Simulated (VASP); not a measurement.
Energy against volume of ZnTe (zinc blende). Computed with HSEsol screened hybrid, VASP's PBE PAW potentials (set 64) (plane waves; VASP). Numerical set-up: 520 eV cut-off, 6×6×6 Γ-centred mesh, Gaussian smearing of 0.050 eV, potentials Zn Te.

| V (Å³/atom) | E (eV/atom) |
|---|---|
| 26.899 | -3.46788 |
| 27.785 | -3.47426 |
| 28.672 | -3.47106 |
| 29.559 | -3.45983 |

Problem. Fit these four points and predict the energy of the run at 30.446 Å³/atom.

Solution. A cubic in V^(−2/3), the third-order Birch-Murnaghan form, passes through the four points with V0 = 27.91 Å³/atom and B0 = 53 GPa, and gives -3.4419 eV/atom there. The run gave -3.4415 eV/atom, +0.4 meV/atom from the fit; all five points give B0 = 53 GPa.

The compound is ZnTe in the zinc blende structure. It was relaxed first. The cell's shape comes from a PBE relaxation.
